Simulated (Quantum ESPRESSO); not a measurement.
# HfO2 (Fm-3m) in Quantum ESPRESSO: notebook, part 3 of 4

Quantum ESPRESSO 7.5.

## (4) Wannier functions, PBE

Input file pw.in:

```
&CONTROL
  calculation = 'scf'
  prefix = 'pwscf'
  outdir = './tmp'
  pseudo_dir = './pseudo'
  tprnfor = .true.
  tstress = .true.
  disk_io = 'low'
/
&SYSTEM
  ibrav = 0
  nat = 3
  ntyp = 2
  ecutwfc = 36
  ecutrho = 216
  nbnd = 19
  occupations = 'smearing'
  smearing = 'fd'
  degauss = 0.00367493
/
&ELECTRONS
  conv_thr = 6d-10
  electron_maxstep = 120
  mixing_beta = 0.5
/
ATOMIC_SPECIES
Hf   178.4900 Hf.GGA_PBE-JTH.UPF
O     15.9990 O.GGA_PBE-JTH.UPF
CELL_PARAMETERS angstrom
   0.0000000000    2.5575000000    2.5575000000
   2.5575000000    0.0000000000    2.5575000000
   2.5575000000    2.5575000000    0.0000000000
ATOMIC_POSITIONS crystal
Hf     0.0000000000    0.0000000000    0.0000000000
O      0.7500000000    0.7500000000    0.7500000000
O      0.2500000000    0.2500000000    0.2500000000
K_POINTS automatic
5 5 5 0 0 0
```

Input file nscf.in:

```
&CONTROL
  calculation = 'nscf'
  prefix = 'pwscf'
  outdir = './tmp'
  pseudo_dir = './pseudo'
  disk_io = 'low'
/
&SYSTEM
  ibrav = 0
  nat = 3
  ntyp = 2
  ecutwfc = 36
  ecutrho = 216
  nbnd = 32
  occupations = 'smearing'
  smearing = 'fd'
  degauss = 0.00367493
  nosym = .true.
  noinv = .true.
/
&ELECTRONS
  conv_thr = 1d-09
  electron_maxstep = 120
  mixing_beta = 0.5
  diago_full_acc = .true.
/
ATOMIC_SPECIES
Hf   178.4900 Hf.GGA_PBE-JTH.UPF
O     15.9990 O.GGA_PBE-JTH.UPF
CELL_PARAMETERS angstrom
   0.0000000000    2.5575000000    2.5575000000
   2.5575000000    0.0000000000    2.5575000000
   2.5575000000    2.5575000000    0.0000000000
ATOMIC_POSITIONS crystal
Hf     0.0000000000    0.0000000000    0.0000000000
O      0.7500000000    0.7500000000    0.7500000000
O      0.2500000000    0.2500000000    0.2500000000
K_POINTS crystal
125
  0.00000000   0.00000000   0.00000000 8.00000000e-03
  0.00000000   0.00000000   0.20000000 8.00000000e-03
  0.00000000   0.00000000   0.40000000 8.00000000e-03
  0.00000000   0.00000000   0.60000000 8.00000000e-03
  0.00000000   0.00000000   0.80000000 8.00000000e-03
  0.00000000   0.20000000   0.00000000 8.00000000e-03
[... 117 lines left out ...]
  0.80000000   0.80000000   0.60000000 8.00000000e-03
  0.80000000   0.80000000   0.80000000 8.00000000e-03
```

Input file pw2wan.in:

```
&INPUTPP
  prefix = 'pwscf'
  outdir = './tmp'
  seedname = 'w'
  write_mmn = .true.
  write_amn = .true.
/
```

Input file bands.in:

```
&CONTROL
  calculation = 'bands'
  prefix = 'pwscf'
  outdir = './tmp'
  pseudo_dir = './pseudo'
  disk_io = 'low'
/
&SYSTEM
  ibrav = 0
  nat = 3
  ntyp = 2
  ecutwfc = 36
  ecutrho = 216
  nbnd = 32
  occupations = 'smearing'
  smearing = 'fd'
  degauss = 0.00367493
/
&ELECTRONS
  conv_thr = 1d-08
  electron_maxstep = 120
  mixing_beta = 0.5
  diago_full_acc = .true.
/
ATOMIC_SPECIES
Hf   178.4900 Hf.GGA_PBE-JTH.UPF
O     15.9990 O.GGA_PBE-JTH.UPF
CELL_PARAMETERS angstrom
   0.0000000000    2.5575000000    2.5575000000
   2.5575000000    0.0000000000    2.5575000000
   2.5575000000    2.5575000000    0.0000000000
ATOMIC_POSITIONS crystal
Hf     0.0000000000    0.0000000000    0.0000000000
O      0.7500000000    0.7500000000    0.7500000000
O      0.2500000000    0.2500000000    0.2500000000
K_POINTS crystal
77
  0.00000000   0.00000000   0.00000000 1
  0.04166700   0.00000000   0.04166700 1
  0.08333300   0.00000000   0.08333300 1
  0.12500000   0.00000000   0.12500000 1
  0.16666700   0.00000000   0.16666700 1
  0.20833300   0.00000000   0.20833300 1
[... 69 lines left out ...]
  0.53125000   0.06250000   0.53125000 1
  0.50000000   0.00000000   0.50000000 1
```

Input file w.win:

```
num_wann = 17
num_bands = 28
guiding_centres = true
dis_froz_max = 17.09
dis_num_iter = 600
dis_mix_ratio = 0.5
dis_conv_tol = 1.0d-9
num_iter = 0
conv_tol = 1.0d-9
conv_window = 4
num_print_cycles = 40
fermi_energy = 14.0782
bands_plot = true
write_hr = true
mp_grid = 5 5 5
exclude_bands = 1-4
begin projections
Hf: s;p;d
O: s;p
end projections
begin unit_cell_cart
ang
  0.0000000000   2.5575000000   2.5575000000
  2.5575000000   0.0000000000   2.5575000000
  2.5575000000   2.5575000000   0.0000000000
end unit_cell_cart
begin atoms_frac
Hf   0.0000000000   0.0000000000   0.0000000000
O    0.7500000000   0.7500000000   0.7500000000
O    0.2500000000   0.2500000000   0.2500000000
end atoms_frac
begin kpoint_path
G   0.0000000000   0.0000000000   0.0000000000  X   0.5000000000   0.0000000000   0.5000000000
X   0.5000000000   0.0000000000   0.5000000000  W   0.5000000000   0.2500000000   0.7500000000
W   0.5000000000   0.2500000000   0.7500000000  K   0.3750000000   0.3750000000   0.7500000000
K   0.3750000000   0.3750000000   0.7500000000  G   0.0000000000   0.0000000000   0.0000000000
G   0.0000000000   0.0000000000   0.0000000000  L   0.5000000000   0.5000000000   0.5000000000
L   0.5000000000   0.5000000000   0.5000000000  U   0.6250000000   0.2500000000   0.6250000000
U   0.6250000000   0.2500000000   0.6250000000  W   0.5000000000   0.2500000000   0.7500000000
W   0.5000000000   0.2500000000   0.7500000000  L   0.5000000000   0.5000000000   0.5000000000
L   0.5000000000   0.5000000000   0.5000000000  K   0.3750000000   0.3750000000   0.7500000000
U   0.6250000000   0.2500000000   0.6250000000  X   0.5000000000   0.0000000000   0.5000000000
end kpoint_path
bands_num_points = 12
begin kpoints
  0.00000000   0.00000000   0.00000000
  0.00000000   0.00000000   0.20000000
  0.00000000   0.00000000   0.40000000
  0.00000000   0.00000000   0.60000000
  0.00000000   0.00000000   0.80000000
  0.00000000   0.20000000   0.00000000
[... 117 lines left out ...]
  0.80000000   0.80000000   0.60000000
  0.80000000   0.80000000   0.80000000
end kpoints
```

Potentials or basis: JTH 2.0 PBE.

Run with:

```
> OMP_NUM_THREADS=1 pw.x -in pw.in > pw.out
> OMP_NUM_THREADS=1 pw.x -in nscf.in > nscf.out
> wannier90.x -pp w
> OMP_NUM_THREADS=1 pw2wannier90.x -in pw2wan.in > pw2wan.out
> wannier90.x w
> OMP_NUM_THREADS=1 pw.x -in bands.in > bands.out
```

pw.out:

```text
This program is part of the open-source Quantum ESPRESSO suite
     for quantum simulation of materials; please cite
         "P. Giannozzi et al., J. Phys.:Condens. Matter 21 395502 (2009);
         "P. Giannozzi et al., J. Phys.:Condens. Matter 29 465901 (2017);
         "P. Giannozzi et al., J. Chem. Phys. 152 154105 (2020);
     in publications or presentations arising from this work. More details at

     file Hf.GGA_PBE-JTH.UPF: wavefunction(s)  5S 5P 6P 5D 0D renormalized
     file O.GGA_PBE-JTH.UPF: wavefunction(s)  0S 2P 0P renormalized
     Message from routine setup:
     using ibrav=0 with symmetry is DISCOURAGED, use correct ibrav instead

     G-vector sticks info
     --------------------
     sticks:   dense  smooth     PW     G-vecs:    dense   smooth      PW
     Sum         685     463    151                12039     6615    1243

     Using Slab Decomposition

     bravais-lattice index     =            0
     lattice parameter (alat)  =       6.8349  a.u.
     unit-cell volume          =     225.7738 (a.u.)^3
     number of atoms/cell      =            3
     number of atomic types    =            2
     number of electrons       =        24.00
     number of Kohn-Sham states=           19
     kinetic-energy cutoff     =      36.0000  Ry
     charge density cutoff     =     216.0000  Ry
     scf convergence threshold =      6.0E-10
     mixing beta               =       0.5000
     number of iterations used =            8  plain     mixing
     Exchange-correlation= SLA PW PBX PBC
                           (   1   4   3   4   0   0   0)

     celldm(1)=   6.834858  celldm(2)=   0.000000  celldm(3)=   0.000000
     celldm(4)=   0.000000  celldm(5)=   0.000000  celldm(6)=   0.000000

     crystal axes: (cart. coord. in units of alat)
               a(1) = (   0.000000   0.707107   0.707107 )
               a(2) = (   0.707107   0.000000   0.707107 )
               a(3) = (   0.707107   0.707107   0.000000 )

     reciprocal axes: (cart. coord. in units 2 pi/alat)
               b(1) = ( -0.707107  0.707107  0.707107 )
               b(2) = (  0.707107 -0.707107  0.707107 )
               b(3) = (  0.707107  0.707107 -0.707107 )

     PseudoPot. # 1 for Hf read from file:
     Hf.GGA_PBE-JTH.UPF
     Pseudo is Projector augmented-wave + core cor, Zval = 12.0
     Generated using ATOMPAW code
     Shape of augmentation charge: SINC**2
     Using radial grid of 1119 points,  6 beta functions with:
                l(1) =   0
                l(2) =   0
                l(3) =   1
                l(4) =   1
                l(5) =   2
                l(6) =   2
     Q(r) pseudized with 0 coefficients

     PseudoPot. # 2 for O  read from file:
     O.GGA_PBE-JTH.UPF
     Pseudo is Projector augmented-wave + core cor, Zval =  6.0
     Generated using ATOMPAW code
     Shape of augmentation charge: SINC**2
     Using radial grid of  943 points,  4 beta functions with:
                l(1) =   0
                l(2) =   0
                l(3) =   1
                l(4) =   1
     Q(r) pseudized with 0 coefficients

     atomic species   valence    mass     pseudopotential
     Hf               12.00   178.49000     Hf( 1.00)
     O                 6.00    15.99900     O ( 1.00)

     48 Sym. Ops., with inversion, found

   Cartesian axes

     site n.     atom                  positions (alat units)
         1        Hf     tau(   1) = (   0.0000000   0.0000000   0.0000000  )
         2        O      tau(   2) = (   1.0606602   1.0606602   1.0606602  )
         3        O      tau(   3) = (   0.3535534   0.3535534   0.3535534  )

     number of k points=    10  Fermi-Dirac smearing, width (Ry)=  0.0037
                       cart. coord. in units 2pi/alat
        k(    1) = (   0.0000000   0.0000000   0.0000000), wk =   0.0160000
        k(    2) = (   0.1414214   0.1414214  -0.1414214), wk =   0.1280000
        k(    3) = (   0.2828427   0.2828427  -0.2828427), wk =   0.1280000
        k(    4) = (   0.2828427  -0.0000000   0.0000000), wk =   0.0960000
        k(    5) = (   0.4242641   0.1414214  -0.1414214), wk =   0.3840000
        k(    6) = (  -0.1414214  -0.4242641   0.4242641), wk =   0.3840000
        k(    7) = (   0.0000000  -0.2828427   0.2828427), wk =   0.1920000
        k(    8) = (   0.5656854  -0.0000000   0.0000000), wk =   0.0960000
        k(    9) = (   0.0000000  -0.5656854   0.5656854), wk =   0.1920000
        k(   10) = (  -0.1414214  -0.4242641   0.7071068), wk =   0.3840000

     Dense  grid:    12039 G-vectors     FFT dimensions: (  32,  32,  32)

     Smooth grid:     6615 G-vectors     FFT dimensions: (  27,  27,  27)

     Check: negative core charge=   -0.000008

     Initial potential from superposition of free atoms

     starting charge      23.9981, renormalised to      24.0000
     Starting wfcs are   34 randomized atomic wfcs

     Self-consistent Calculation

     iteration #  1     ecut=    36.00 Ry     beta= 0.50
     Davidson diagonalization with overlap
     ethr =  1.00E-02,  avg # of iterations =  2.1

     total energy              =    -779.62614591 Ry
     estimated scf accuracy    <       1.08847613 Ry

     iteration #  2     ecut=    36.00 Ry     beta= 0.50
     Davidson diagonalization with overlap
     ethr =  4.54E-03,  avg # of iterations =  2.0

     total energy              =    -779.93341683 Ry
     estimated scf accuracy    <       0.40752980 Ry

     iteration #  3     ecut=    36.00 Ry     beta= 0.50
     Davidson diagonalization with overlap
     ethr =  1.70E-03,  avg # of iterations =  2.0

     total energy              =    -780.01537280 Ry
     estimated scf accuracy    <       0.01134094 Ry

     iteration #  4     ecut=    36.00 Ry     beta= 0.50
     Davidson diagonalization with overlap
     ethr =  4.73E-05,  avg # of iterations =  2.8

     total energy              =    -780.01696973 Ry
     estimated scf accuracy    <       0.00254910 Ry

     iteration #  5     ecut=    36.00 Ry     beta= 0.50
     Davidson diagonalization with overlap
     ethr =  1.06E-05,  avg # of iterations =  1.1
[... 15 lines left out ...]
     total energy              =    -780.01718845 Ry
     estimated scf accuracy    <       0.00000165 Ry

     iteration #  8     ecut=    36.00 Ry     beta= 0.50
     Davidson diagonalization with overlap
     ethr =  6.34E-09,  avg # of iterations =  2.0

     total energy              =    -780.01718883 Ry
     estimated scf accuracy    <       0.00000002 Ry

     iteration #  9     ecut=    36.00 Ry     beta= 0.50
     Davidson diagonalization with overlap
     ethr =  6.70E-11,  avg # of iterations =  2.1

     total energy              =    -780.01718882 Ry
     estimated scf accuracy    <       0.00000002 Ry

     iteration # 10     ecut=    36.00 Ry     beta= 0.50
     Davidson diagonalization with overlap
     ethr =  6.25E-11,  avg # of iterations =  2.0

     End of self-consistent calculation

          k = 0.0000 0.0000 0.0000 (   869 PWs)   bands (ev):

   -49.0564 -17.5032 -17.5032 -17.5032  -6.3048  -3.4165   7.0734   7.0734
     7.0734  11.6617  11.6617  11.6617  16.0877  16.0877  17.8773  22.3793
    22.3793  22.3793  26.2048

          k = 0.1414 0.1414-0.1414 (   833 PWs)   bands (ev):

   -49.0523 -17.6413 -17.5185 -17.5185  -5.8489  -3.7703   7.4222   7.4222
     7.9973  10.6746  11.0816  11.0816  16.6334  16.6334  19.0463  21.2076
    21.8484  21.8484  25.0823

          k = 0.2828 0.2828-0.2828 (   820 PWs)   bands (ev):

   -49.0457 -17.8517 -17.5433 -17.5433  -5.1929  -4.1211   7.9938   7.9938
     9.3703   9.4504  10.5101  10.5101  16.8348  16.8348  18.9240  21.4056
    21.4056  21.5595  24.1763

          k = 0.2828-0.0000 0.0000 (   833 PWs)   bands (ev):

   -49.0509 -17.6518 -17.5411 -17.5411  -5.6747  -3.8941   7.4861   7.4861
     8.5592   9.1259  11.6569  11.6569  16.5533  16.6704  19.6202  21.1821
    21.1821  21.5295  25.3273

          k = 0.4243 0.1414-0.1414 (   816 PWs)   bands (ev):

   -49.0452 -17.7998 -17.5940 -17.5681  -5.0058  -4.2662   7.6336   8.0455
     8.2693  10.1466  11.0298  11.0800  16.7936  16.9831  19.3641  20.5650
    20.8087  22.2799  25.0871

          k =-0.1414-0.4243 0.4243 (   827 PWs)   bands (ev):

   -49.0430 -17.8350 -17.6505 -17.5623  -4.8462  -4.2733   7.4624   8.3883
     8.5922   9.9720  10.6459  11.1682  16.6551  17.2484  19.0609  20.1907
    21.0049  22.9237  24.8546

          k = 0.0000-0.2828 0.2828 (   831 PWs)   bands (ev):

   -49.0474 -17.7420 -17.6026 -17.5317  -5.2759  -4.1256   7.4569   8.1440
     9.2838   9.3591   9.9502  11.6518  16.5553  17.2402  19.3394  20.3419
    21.5465  22.1354  24.9982

          k = 0.5657-0.0000 0.0000 (   806 PWs)   bands (ev):

   -49.0421 -17.8729 -17.6022 -17.6022  -4.5347  -4.5192   6.3827   8.5410
     8.5410  11.0447  11.0447  11.5487  16.1660  17.4616  19.2919  20.2784
    20.2784  22.9973  26.3202

          k = 0.0000-0.5657 0.5657 (   810 PWs)   bands (ev):

   -49.0408 -17.8553 -17.6782 -17.5986  -4.5912  -4.3448   6.3800   8.4599
     8.9296  10.3164  10.9108  12.0688  16.4071  17.5940  18.8441  19.7087
    20.3821  25.0958  25.9738

          k =-0.1414-0.4243 0.7071 (   828 PWs)   bands (ev):

   -49.0416 -17.8057 -17.7006 -17.5956  -4.5467  -4.4592   7.1127   7.6560
     9.1783  10.0420  11.0955  11.5908  16.8179  17.2736  19.2850  19.4646
    20.5023  23.9915  25.6666

     the Fermi energy is    14.8864 ev

!    total energy              =    -780.01718882 Ry
     total all-electron energy =      -780.017189 Ry
     estimated scf accuracy    <          3.4E-11 Ry
     smearing contrib. (-TS)   =      -0.00000000 Ry
     internal energy E=F+TS    =    -780.01718882 Ry

     The total energy is F=E-TS. E is the sum of the following terms:
     one-electron contribution =     -24.45342326 Ry
     hartree contribution      =      26.87774403 Ry
     xc contribution           =     -40.81628838 Ry
     ewald contribution        =    -134.46672625 Ry
     one-center paw contrib.   =    -607.15849496 Ry

     convergence has been achieved in  10 iterations

     Forces acting on atoms (cartesian axes, Ry/au):

     atom    1 type  1   force =    -0.00000000   -0.00000000    0.00000000
     atom    2 type  2   force =    -0.00000000    0.00000000    0.00000000
     atom    3 type  2   force =    -0.00000000    0.00000000    0.00000000

     Total force =     0.000000     Total SCF correction =     0.000000

     Computing stress (Cartesian axis) and pressure

          total   stress  (Ry/bohr**3)                   (kbar)     P=      -79.23
  -0.00053857  -0.00000000  -0.00000000          -79.23       -0.00       -0.00
  -0.00000000  -0.00053857  -0.00000000           -0.00      -79.23       -0.00
  -0.00000000  -0.00000000  -0.00053857           -0.00       -0.00      -79.23

=------------------------------------------------------------------------------=
   JOB DONE.
=------------------------------------------------------------------------------=
```

It took 66 s on 1 thread of Intel Xeon Platinum 8488C (Sapphire Rapids), shared host; peak memory 0.09 GiB.

Results:

- Free energy: -10612.6745 eV
- Band gap on the k mesh: 4.02 eV, indirect (least direct gap 4.34 eV)
- Band gap along the path: 3.73 eV, direct
- Total Wannier spread: 21.79 Å² over 17 functions
- RMS miss of the Wannier bands: 0.006 eV

Levels at the corners of the path, in eV from the valence-band top:
| point | band 9 | band 10 | band 11 | band 12 | band 13 | band 14 | band 15 | band 16 |
| --- | --- | --- | --- | --- | --- | --- | --- | --- |
| Γ | -5.19 | -0.60 | -0.60 | -0.60 | 3.83 | 3.83 | 5.62 | 10.12 |
| X | -3.41 | -1.49 | -1.49 | 0.00 | 3.73 | 5.38 | 6.41 | 7.95 |
| W | -2.51 | -2.51 | -1.35 | -0.20 | 4.73 | 5.05 | 6.87 | 6.87 |
| K | -3.28 | -2.18 | -1.29 | -0.33 | 4.24 | 5.31 | 6.70 | 7.32 |
| Γ | -5.19 | -0.60 | -0.60 | -0.60 | 3.83 | 3.83 | 5.62 | 10.12 |
| L | -3.01 | -2.67 | -1.81 | -1.81 | 4.52 | 4.52 | 6.76 | 8.98 |
| U | -3.28 | -2.18 | -1.29 | -0.33 | 4.24 | 5.31 | 6.70 | 7.32 |
| W | -2.51 | -2.51 | -1.35 | -0.20 | 4.73 | 5.05 | 6.87 | 6.87 |
| L | -3.01 | -2.67 | -1.81 | -1.81 | 4.52 | 4.52 | 6.76 | 8.98 |
| K | -3.28 | -2.18 | -1.29 | -0.33 | 4.24 | 5.31 | 6.70 | 7.32 |
| U | -3.28 | -2.18 | -1.29 | -0.33 | 4.24 | 5.31 | 6.70 | 7.32 |
| X | -3.41 | -1.49 | -1.49 | 0.00 | 3.73 | 5.38 | 6.41 | 7.95 |

Wannier functions:
```
function  nearest atom  distance (Å)  spread (Å²)  on-site energy from the reference level (eV)
       1          1 Hf          0.00         2.70                                          8.81
       2          1 Hf          0.00         2.73                                         15.29
       3          1 Hf          0.00         2.74                                         15.25
       4          1 Hf          0.00         2.74                                         15.25
       5          1 Hf          0.00         1.58                                          2.30
       6          1 Hf          0.00         1.10                                          4.16
       7          1 Hf          0.00         1.10                                          4.16
       8          1 Hf          0.00         1.58                                          2.30
       9          1 Hf          0.00         1.10                                          4.16
      10           2 O          0.00         0.57                                        -17.74
      11           2 O          0.00         0.55                                         -3.25
      12           2 O          0.00         0.55                                         -3.26
      13           2 O          0.00         0.55                                         -3.25
      14           3 O          0.00         0.57                                        -17.74
      15           3 O          0.00         0.55                                         -3.25
      16           3 O          0.00         0.55                                         -3.26
      17           3 O          0.00         0.55                                         -3.26
```

Parts of the spread (Å²): invariant 11.62, diagonal 0.000, off-diagonal 10.17, total 21.79. Against the direct bands the interpolation misses by 6 meV (root mean square) and 38 meV at most, for states up to 1 eV over the reference level.

Caveat: the k mesh is coarse (spacing up to 0.43 Å⁻¹), so the values aren't converged; the cutoff is too short for stress, so the log's stress isn't used; the cutoff is low for these files, which shifts pressure and relaxed volume; spin-orbit coupling is left out, which moves the levels of the heavy elements; the mesh misses the band edges, which the band path finds closer together.

(Continued in part 4 of 4.)
